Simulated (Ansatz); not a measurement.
# Meshes and cutoff for the phonons of LiBr (Fm-3m), part 3 of 3

Aim: how dense must the meshes and how high the cutoff be for the phonons of LiBr (Fm-3m)?

Ansatz 0.2.0; DFT PBE, scalar-relativistic, plane waves, PAW.

So far, highest frequency on the path or at a solved wavevector (cm⁻¹): 345 in steps 3, 4, 10, 11 and 12. The relaxed cell has a = 5.511 Å (conventional setting).

## (13) The series together

Times are for 4 threads of Arm Neoverse V2, shared host. The series side by side:

| no. | k-mesh | lowest mode on the q mesh (acoustic modes at Γ apart) (cm⁻¹) | highest frequency on the path or at a solved wavevector (cm⁻¹) | time | memory (GiB) |
| --- | --- | --- | --- | --- | --- |
| 1 | 6×6×6 | 61.53 | 345.3 | 6 s | 0.43 |
| 2 | 8×8×8 | 61.6 | 345.3 | 6.8 s | 0.44 |
| 3 | 12×12×12 | 61.6 | 345.3 | 18 s | 0.69 |

The runs together. Table of phonon density of states by wavenumber; read off at these points; values in 1/cm⁻¹/cell:

| wavenumber (cm⁻¹) | 6×6×6 | 8×8×8 | 12×12×12 |
| --- | --- | --- | --- |
| 2 | 1.0e-5 | 1.0e-5 | 1.0e-5 |
| 12 | 3.7e-4 | 3.7e-4 | 3.7e-4 |
| 28 | 0.0025 | 0.0025 | 0.0025 |
| 38 | 0.00582 | 0.00581 | 0.00581 |
| 52 | 0.0193 | 0.0192 | 0.0192 |
| 62 | 0.0611 | 0.0608 | 0.0608 |
| 68 | 0.0654 | 0.0655 | 0.0655 |
| 72 | 0.0624 | 0.0625 | 0.0625 |
| 88 | 0.0308 | 0.0308 | 0.0308 |
| 98 | 0.0146 | 0.0146 | 0.0146 |
| 108 | 0.0736 | 0.0736 | 0.0736 |
| 122 | 0.00202 | 0.00203 | 0.00203 |
| 132 | 0 | 0 | 0 |
| 148 | 0.0351 | 0.0349 | 0.0349 |
| 152 | 0.0574 | 0.057 | 0.0570 |
| 158 | 0.0527 | 0.0532 | 0.0532 |
| 168 | 0.0264 | 0.0264 | 0.0264 |
| 178 | 0.0425 | 0.0427 | 0.0427 |
| 182 | 0.0375 | 0.0376 | 0.0376 |
| 192 | 0.0181 | 0.0182 | 0.0182 |
| 202 | 0.00599 | 0.00603 | 0.00604 |
| 218 | 0.00403 | 0.00403 | 0.00403 |
| 228 | 0.00448 | 0.00448 | 0.00448 |
| 242 | 0.00519 | 0.00519 | 0.00519 |
| 252 | 0.00557 | 0.00557 | 0.00557 |
| 262 | 0.00611 | 0.00611 | 0.00611 |
| 278 | 0.00692 | 0.00692 | 0.00692 |
| 288 | 0.00765 | 0.00765 | 0.00765 |
| 298 | 0.0085 | 0.0085 | 0.0085 |
| 312 | 0.0109 | 0.0109 | 0.0109 |
| 322 | 0.0131 | 0.0132 | 0.0132 |
| 338 | 0.00401 | 0.00402 | 0.00401 |
| 348 | 0 | 0 | 0 |

The runs together, line C_V. C_V, 6×6×6 = 8×8×8 = 12×12×12 against temperature:

| temperature (K) | C_V, 6×6×6 = 8×8×8 = 12×12×12 (J/mol-atom/K) |
| --- | --- |
| 0 | 0 |
| 50 | 9.92 |
| 100 | 17.7 |
| 150 | 21.0 |
| 200 | 22.5 |
| 250 | 23.3 |
| 300 | 23.8 |
| 350 | 24.1 |
| 400 | 24.3 |
| 450 | 24.4 |
| 500 | 24.5 |
| 550 | 24.6 |
| 600 | 24.6 |
| 650 | 24.7 |
| 700 | 24.7 |
| 750 | 24.7 |
| 800 | 24.8 |
| 850 | 24.8 |
| 900 | 24.8 |
| 950 | 24.8 |
| 1000 | 24.8 |

## (14) Another cutoff, cutoff 170 eV, q mesh 2×2×2

The cutoff is set to 170 eV on a small fixed q mesh.

input.yaml

```yaml
crystal:
  lattice:
    - [0.0, 2.7554040619, 2.7554040619]
    - [2.7554040619, 0.0, 2.7554040619]
    - [2.7554040619, 2.7554040619, 0.0]
  atoms:
    - { symbol: Li, position: [0.0, 0.0, 0.0] }
    - { symbol: Br, position: [0.5, 0.5, 0.5] }
kpoints:
  mp_grid: { grid: [8, 8, 8] }
hamiltonian:
  xc: pbe
scf:
  occupations: { method: fixed }
output:
  eigenvalues: true
phonons:
  method: dfpt
  qmesh: [2, 2, 2]
  temperatures: { t_max: 1000, t_step: 50 }
  qpath:
    path:
      - [[0.0, 0.0, 0.0], [0.5, 0.0, 0.5], [0.625, 0.25, 0.625]]
      - [[0.375, 0.375, 0.75], [0.0, 0.0, 0.0], [0.5, 0.5, 0.5], [0.5, 0.25, 0.75], [0.5, 0.0, 0.5]]
    npoints: 10
basis:
  ecutwfc: 170
```

Command:

```bash
> ansatz run input.yaml --threads 4 --pin off --max-ram 7168MiB --backend cpu --events-out ev --progress --plain --runs-dir out
```

Numbers of over 12 decimals in the logs are rounded to 6 here.

Output:

```text
Warning: basis.ecutwfc = 170 eV is below the records' recommended 420 eV, and the density's cutoff is lower with it unless basis.ecutrho_ratio is high enough to keep the records' density cutoff: compare with a run at a higher cutoff
[...]
Crystal: 2 atoms, lattice volume = 41.839 Å³
Basis set: ecut = 170 eV, 181 PW (Γ), exchange–correlation on 36×36×36 points (8 copies of the dense FFT grid, shifted against one another)
Bands: 9, of which v1, the nominal top of the filled ones, is band 5 counted from 1 (4 counted from 0)
Symmetry: 48 space group operations
k-points: 29 of 512
[...]
SCF iter   1: F=—  HF=-2988.277349 eV  |F-HF|=—  |Δ(HF+E_count)|=         —  Δρ=1.43e-2  dr2=3.92e-2  ethr=1.77e-3  ⟨swp⟩=3.9  Hψ=1375  notcnv=0  defer=37
[...]
SCF iter   7: F=-2988.245146 eV  HF=-2988.245146 eV  |F-HF|=4.55e-13  |Δ(HF+E_count)|=  9.29e-10  Δρ=4.61e-8  dr2=9.86e-13  ethr=1.00e-12  ⟨swp⟩=5.2  Hψ=1554  notcnv=0
SCF 1 converged in 7 iterations: F = -2988.245146 eV  dr2 = 9.86e-13
[...]
k-points: 59 of 512 (irreducible under 8 space group operations, time reversal used)
[...]
SCF iter   3: F=-2988.245146 eV  HF=-2988.245146 eV  |F-HF|=1.36e-12  |Δ(HF+E_count)|=  1.36e-12  Δρ=6.19e-8  dr2=1.86e-12  ethr=1.00e-12  ⟨swp⟩=1.0  Hψ=1298  notcnv=0
SCF 2 converged in 3 iterations: F = -2988.245146 eV  dr2 = 1.86e-12
[...]
SCF converged after 7 iterations
Free energy (F): -2988.245146 eV
[...]
Internal energy: -2988.245146 eV  (E = F + TS)
E sigma→0 (E₀):  -2988.245146 eV
Fermi energy:    1.954170 eV
[...]
--- Band table (eV; the first three rows and the last of 29) ---
[...]
ASR residual: 1.036e-2 → 0.000e0 eV/Å²; symmetrization residual: 1.413e-7 eV/Å²
  ASR residual per site (eV/Å²): 1.04e-2 4.54e-3
  Γ frequencies (cm⁻¹): 0.00 0.00 0.00 111.07 111.07 111.07
  Unit cell's response to a homogeneous field, on a k mesh of 8×8×8: 1 representative field direction (Σ response iterations 8)
  ε∞ (high-frequency dielectric tensor):
        3.289741     0.000000     0.000000
        0.000000     3.289741    -0.000000
       -0.000000    -0.000000     3.289741
  ε⁰ (static dielectric tensor): not given — the deck does not say what the cell's rigid motions are, and on a molecule in a box or a wire the rigid rotations would enter the sum over the modes at Γ. For a crystal or a slab, whose only rigid motions are the translations, set phonons.rigid_motions: translations.
  Born effective charges Z* (e; rows j = field, columns β = displacement):
    site 0:
         1.22068    0.00000    0.00000
        -0.00000    1.22068    0.00000
         0.00000   -0.00000    1.22068
    site 1:
        -1.22068   -0.00000   -0.00000
         0.00000   -1.22068   -0.00000
         0.00000    0.00000   -1.22068
  Z* charge neutrality: 4.479e-4 e pre-enforcement
[...]
optical modes at Γ without the LO–TO term, one row a degenerate level:
      ω (cm⁻¹)  modes    IR ((D/Å)²/amu)
        111.07      3            16.1511
  optical modes at Γ + LO–TO along q̂ = [1.0000, 0.0000, 0.0000]:
      ω (cm⁻¹)  modes    IR ((D/Å)²/amu)
        111.07      2            10.7674
        309.45      1             5.3837
  optical modes at Γ + LO–TO along q̂ = [0.0000, 1.0000, 0.0000]:
      ω (cm⁻¹)  modes    IR ((D/Å)²/amu)
        111.07      2            10.7674
        309.45      1             5.3837
  optical modes at Γ + LO–TO along q̂ = [0.0000, 0.0000, 1.0000]:
      ω (cm⁻¹)  modes    IR ((D/Å)²/amu)
        111.07      2            10.7674
        309.45      1             5.3837
--- Phonons (arbitrary-q DFPT): 3 irreducible q on the 2×2×2 mesh ---
[...]
interpolated dispersion: 63 rows × 6 modes
[...]
```

It took 2.9 s on 4 threads of Arm Neoverse V2, shared host; peak memory 0.36 GiB.

The run finished; it serves as a test, and its numbers are not taken as the result.

## (15) Another cutoff, cutoff 230 eV, q mesh 2×2×2

The cutoff is set to 230 eV on a small fixed q mesh.

input.yaml, as its differences from that of step 14:

```diff
@@ -26,2 +26,2 @@
 basis:
-  ecutwfc: 170
+  ecutwfc: 230
```

Output:

```text
[...]
Crystal: 2 atoms, lattice volume = 41.839 Å³
Basis set: ecut = 230 eV, 331 PW (Γ), exchange–correlation on 40×40×40 points (8 copies of the dense FFT grid, shifted against one another)
Bands: 9, of which v1, the nominal top of the filled ones, is band 5 counted from 1 (4 counted from 0)
Symmetry: 48 space group operations
k-points: 29 of 512
[...]
SCF iter   1: F=—  HF=-2990.535792 eV  |F-HF|=—  |Δ(HF+E_count)|=         —  Δρ=3.99e-3  dr2=2.57e-3  ethr=1.77e-3  ⟨swp⟩=4.7  Hψ=1420  notcnv=0  defer=47
[...]
SCF iter   7: F=-2990.536408 eV  HF=-2990.536408 eV  |F-HF|=2.27e-12  |Δ(HF+E_count)|=  3.46e-11  Δρ=3.13e-8  dr2=1.32e-13  ethr=1.00e-12  ⟨swp⟩=7.7  Hψ=1478  notcnv=0
SCF 1 converged in 7 iterations: F = -2990.536408 eV  dr2 = 1.32e-13
[...]
k-points: 59 of 512 (irreducible under 8 space group operations, time reversal used)
[...]
SCF iter   2: F=-2990.536408 eV  HF=-2990.536408 eV  |F-HF|=3.18e-11  |Δ(HF+E_count)|=   6.59e-8  Δρ=2.36e-7  dr2=4.25e-11  ethr=1.00e-12  ⟨swp⟩=6.9  Hψ=2717  notcnv=0
SCF 2 converged in 2 iterations: F = -2990.536408 eV  dr2 = 4.25e-11
[...]
SCF converged after 7 iterations
Free energy (F): -2990.536408 eV
[...]
Internal energy: -2990.536408 eV  (E = F + TS)
E sigma→0 (E₀):  -2990.536408 eV
Fermi energy:    1.976866 eV
[...]
--- Band table (eV; the first three rows and the last of 29) ---
[...]
ASR residual: 1.288e-3 → 0.000e0 eV/Å²; symmetrization residual: 1.004e-7 eV/Å²
  ASR residual per site (eV/Å²): 1.29e-3 6.74e-4
  Γ frequencies (cm⁻¹): 0.00 0.00 0.00 145.99 145.99 145.99
[...]
ε∞ (high-frequency dielectric tensor):
        3.379990    -0.000000     0.000000
       -0.000000     3.379990    -0.000000
        0.000000     0.000000     3.379990
[...]
Born effective charges Z* (e; rows j = field, columns β = displacement):
    site 0:
         1.23913    0.00000    0.00000
        -0.00000    1.23913    0.00000
         0.00000   -0.00000    1.23913
    site 1:
        -1.23913   -0.00000   -0.00000
         0.00000   -1.23913    0.00000
         0.00000    0.00000   -1.23913
  Z* charge neutrality: 1.122e-4 e pre-enforcement
[...]
optical modes at Γ without the LO–TO term, one row a degenerate level:
      ω (cm⁻¹)  modes    IR ((D/Å)²/amu)
        145.99      3            16.6429
  optical modes at Γ + LO–TO along q̂ = [1.0000, 0.0000, 0.0000]:
      ω (cm⁻¹)  modes    IR ((D/Å)²/amu)
        145.99      2            11.0953
        324.01      1             5.5476
  optical modes at Γ + LO–TO along q̂ = [0.0000, 1.0000, 0.0000]:
      ω (cm⁻¹)  modes    IR ((D/Å)²/amu)
        145.99      2            11.0953
        324.01      1             5.5476
  optical modes at Γ + LO–TO along q̂ = [0.0000, 0.0000, 1.0000]:
      ω (cm⁻¹)  modes    IR ((D/Å)²/amu)
        145.99      2            11.0953
        324.01      1             5.5476
--- Phonons (arbitrary-q DFPT): 3 irreducible q on the 2×2×2 mesh ---
[...]
interpolated dispersion: 63 rows × 6 modes
[...]
```

Run time: 3.5 s. Hardware: 4 threads; peak memory 0.4 GiB; 11 s of CPU time.

The run finished; it serves as a test, and its numbers are not taken as the result.

## (16) Another cutoff, cutoff 290 eV, q mesh 2×2×2

The cutoff is set to 290 eV on a small fixed q mesh.

input.yaml, as its differences from that of step 15:

```diff
@@ -26,2 +26,2 @@
 basis:
-  ecutwfc: 230
+  ecutwfc: 290
```

Output:

```text
[...]
Crystal: 2 atoms, lattice volume = 41.839 Å³
Basis set: ecut = 290 eV, 459 PW (Γ), exchange–correlation on 48×48×48 points (8 copies of the dense FFT grid, shifted against one another)
Bands: 9, of which v1, the nominal top of the filled ones, is band 5 counted from 1 (4 counted from 0)
Symmetry: 48 space group operations
k-points: 29 of 512
[...]
SCF iter   1: F=—  HF=-2990.919911 eV  |F-HF|=—  |Δ(HF+E_count)|=         —  Δρ=1.02e-3  dr2=2.56e-4  ethr=1.77e-3  ⟨swp⟩=5.4  Hψ=1511  notcnv=0  defer=50
[...]
SCF iter   6: F=-2990.920012 eV  HF=-2990.920012 eV  |F-HF|=2.27e-12  |Δ(HF+E_count)|=  1.07e-10  Δρ=1.16e-7  dr2=3.01e-12  ethr=1.00e-12  ⟨swp⟩=8.2  Hψ=1827  notcnv=0
SCF 1 converged in 6 iterations: F = -2990.920012 eV  dr2 = 3.01e-12
[...]
k-points: 59 of 512 (irreducible under 8 space group operations, time reversal used)
[...]
SCF iter   4: F=-2990.920012 eV  HF=-2990.920012 eV  |F-HF|=1.18e-11  |Δ(HF+E_count)|=  5.00e-11  Δρ=4.60e-7  dr2=3.68e-11  ethr=1.00e-12  ⟨swp⟩=2.0  Hψ=976  notcnv=0
SCF 2 converged in 4 iterations: F = -2990.920012 eV  dr2 = 3.68e-11
[...]
SCF converged after 6 iterations
Free energy (F): -2990.920012 eV
[...]
Internal energy: -2990.920012 eV  (E = F + TS)
E sigma→0 (E₀):  -2990.920012 eV
Fermi energy:    1.992493 eV
[...]
--- Band table (eV; the first three rows and the last of 29) ---
[...]
ASR residual: 2.718e-4 → 0.000e0 eV/Å²; symmetrization residual: 7.839e-7 eV/Å²
  ASR residual per site (eV/Å²): 1.87e-4 2.72e-4
  Γ frequencies (cm⁻¹): 0.00 0.00 0.00 140.85 140.85 140.85
[...]
ε∞ (high-frequency dielectric tensor):
        3.408100     0.000000     0.000000
        0.000000     3.408100    -0.000000
       -0.000000    -0.000000     3.408100
[...]
Born effective charges Z* (e; rows j = field, columns β = displacement):
    site 0:
         1.24033    0.00000    0.00000
        -0.00000    1.24033    0.00000
         0.00000    0.00000    1.24033
    site 1:
        -1.24033   -0.00000   -0.00000
         0.00000   -1.24033   -0.00000
         0.00000   -0.00000   -1.24033
  Z* charge neutrality: 4.888e-5 e pre-enforcement
[...]
optical modes at Γ without the LO–TO term, one row a degenerate level:
      ω (cm⁻¹)  modes    IR ((D/Å)²/amu)
        140.85      3            16.6751
  optical modes at Γ + LO–TO along q̂ = [1.0000, 0.0000, 0.0000]:
      ω (cm⁻¹)  modes    IR ((D/Å)²/amu)
        140.85      2            11.1168
        320.90      1             5.5584
  optical modes at Γ + LO–TO along q̂ = [0.0000, 1.0000, 0.0000]:
      ω (cm⁻¹)  modes    IR ((D/Å)²/amu)
        140.85      2            11.1168
        320.90      1             5.5584
  optical modes at Γ + LO–TO along q̂ = [0.0000, 0.0000, 1.0000]:
      ω (cm⁻¹)  modes    IR ((D/Å)²/amu)
        140.85      2            11.1168
        320.90      1             5.5584
--- Phonons (arbitrary-q DFPT): 3 irreducible q on the 2×2×2 mesh ---
[...]
interpolated dispersion: 63 rows × 6 modes
[...]
```

Wall time 4.6 s (4 threads); peak memory 0.4 GiB.

The run finished; it serves as a test, and its numbers are not taken as the result.

## (17) Another cutoff, cutoff 360 eV, q mesh 2×2×2

The cutoff is set to 360 eV on a small fixed q mesh.

input.yaml, as its differences from that of step 16:

```diff
@@ -26,2 +26,2 @@
 basis:
-  ecutwfc: 290
+  ecutwfc: 360
```

Output:

```text
[...]
Crystal: 2 atoms, lattice volume = 41.839 Å³
Basis set: ecut = 360 eV, 645 PW (Γ), exchange–correlation on 50×50×50 points (8 copies of the dense FFT grid, shifted against one another)
Bands: 9, of which v1, the nominal top of the filled ones, is band 5 counted from 1 (4 counted from 0)
Symmetry: 48 space group operations
k-points: 29 of 512
[...]
optical modes at Γ + LO–TO along q̂ = [0.0000, 1.0000, 0.0000]:
      ω (cm⁻¹)  modes    IR ((D/Å)²/amu)
        140.95      2            11.1244
        320.86      1             5.5622
  optical modes at Γ + LO–TO along q̂ = [0.0000, 0.0000, 1.0000]:
      ω (cm⁻¹)  modes    IR ((D/Å)²/amu)
        140.95      2            11.1244
        320.86      1             5.5622
--- Phonons (arbitrary-q DFPT): 3 irreducible q on the 2×2×2 mesh ---
[...]
interpolated dispersion: 63 rows × 6 modes
[...]
[key lines of the parts left out:]
SCF converged after 6 iterations
Free energy (F): -2990.958862 eV
Fermi energy:    1.994801 eV
```

Run time: 5.6 s. Hardware: 4 threads; peak memory 0.46 GiB; 20 s of CPU time.

Frequencies (cm⁻¹) solved at each irreducible wavevector; negative means imaginary. Frequencies by wavevector, by row:

| q in reciprocal lattice units | star | mode 1 | mode 2 | mode 3 | mode 4 | mode 5 | mode 6 |
| --- | --- | --- | --- | --- | --- | --- | --- |
| 0 0 0 | 1 | 0 | 0 | 0 | 140.9 | 140.9 | 140.9 |
| 0 0 -0.5 | 4 | 61.6 | 61.6 | 122.2 | 170.6 | 170.6 | 345.3 |
| 0 -0.5 -0.5 | 3 | 77.1 | 77.1 | 113.9 | 150.5 | 150.5 | 169 |

The highest optical mode at the zone centre (no LO-TO term) is 140.9 cm⁻¹, -0.0 cm⁻¹ against the base run.

## (18) Another cutoff, cutoff 550 eV, q mesh 2×2×2

The cutoff is set to 550 eV on a small fixed q mesh.

input.yaml, as its differences from that of step 17:

```diff
@@ -26,2 +26,2 @@
 basis:
-  ecutwfc: 360
+  ecutwfc: 550
```

Output:

```text
[...]
Crystal: 2 atoms, lattice volume = 41.839 Å³
Basis set: ecut = 550 eV, 1243 PW (Γ), exchange–correlation on 60×60×60 points (8 copies of the dense FFT grid, shifted against one another)
Bands: 9, of which v1, the nominal top of the filled ones, is band 5 counted from 1 (4 counted from 0)
Symmetry: 48 space group operations
k-points: 29 of 512
[...]
optical modes at Γ + LO–TO along q̂ = [0.0000, 1.0000, 0.0000]:
      ω (cm⁻¹)  modes    IR ((D/Å)²/amu)
        141.01      2            11.1250
        320.89      1             5.5625
  optical modes at Γ + LO–TO along q̂ = [0.0000, 0.0000, 1.0000]:
      ω (cm⁻¹)  modes    IR ((D/Å)²/amu)
        141.01      2            11.1250
        320.89      1             5.5625
--- Phonons (arbitrary-q DFPT): 3 irreducible q on the 2×2×2 mesh ---
[...]
interpolated dispersion: 63 rows × 6 modes
[...]
[key lines of the parts left out:]
SCF converged after 6 iterations
Free energy (F): -2990.960217 eV
Fermi energy:    1.994694 eV
```

Elapsed: 9.1 s, on 4 threads; peak memory 0.53 GiB; 34 s of CPU time.

The highest optical mode at the zone centre (no LO-TO term) is 141.0 cm⁻¹, +0.0 cm⁻¹ against the base run.

## (19) What came out

```
mean frequency, q mesh 2×2×2                                             : 142 cm⁻¹
mean frequency, q mesh 3×3×3                                             : 139 cm⁻¹
mean frequency, q mesh 6×6×6                                             : 139 cm⁻¹
highest optical mode at the zone centre (no LO-TO term), k-mesh 2×2×2    : 35.5 cm⁻¹
highest optical mode at the zone centre (no LO-TO term), k-mesh 4×4×4    : 139 cm⁻¹
highest optical mode at the zone centre (no LO-TO term), k-mesh 6×6×6    : 141 cm⁻¹
highest optical mode at the zone centre (no LO-TO term), k-mesh 8×8×8    : 141 cm⁻¹
highest optical mode at the zone centre (no LO-TO term), k-mesh 12×12×12 : 141 cm⁻¹
highest optical mode at the zone centre (no LO-TO term), cutoff 170 eV   : 111 cm⁻¹
highest optical mode at the zone centre (no LO-TO term), cutoff 230 eV   : 146 cm⁻¹
highest optical mode at the zone centre (no LO-TO term), cutoff 290 eV   : 141 cm⁻¹
highest optical mode at the zone centre (no LO-TO term), cutoff 360 eV   : 141 cm⁻¹
highest optical mode at the zone centre (no LO-TO term), cutoff 550 eV   : 141 cm⁻¹
```

In words: Over the whole q mesh series, coarse runs included, the mean frequency runs from 139.2 to 141.7 cm⁻¹; from 3×3×3 on it stays within 0.1 cm⁻¹ of the finest run (6×6×6), against a tolerance of 1.4. The k mesh changes along this series too, so part of the change is its. Over the whole k mesh series, coarse runs included, the lowest mode on the q mesh (acoustic modes at Γ apart) runs from -61.4 to 61.6 cm⁻¹; from 4×4×4 on all solved modes stay within 2.1 cm⁻¹ of the finest run (12×12×12), against a tolerance of 3.5. Over the whole cutoff series, coarse runs included, the lowest mode on the q mesh (acoustic modes at Γ apart) runs from 53.3 to 63.5 cm⁻¹; from 290 eV on all solved modes stay within 0.2 cm⁻¹ of the finest run (550 eV), against a tolerance of 3.5. All runs share the cell relaxed at the base settings, which is not exactly at rest under another k mesh or cutoff. These are harmonic frequencies at zero temperature: anharmonic shifts, linewidths and thermal expansion are left out.

[Logs are printed without paths, hosts, clocks, repeated set-up lines and the standing remarks that a program may print on its own settings, such as how far it seeks lower states.]

[Hosts, paths, dates, database ids (printed as entryN), source tags and the programs' standing remarks are cut or masked in the printed files.]
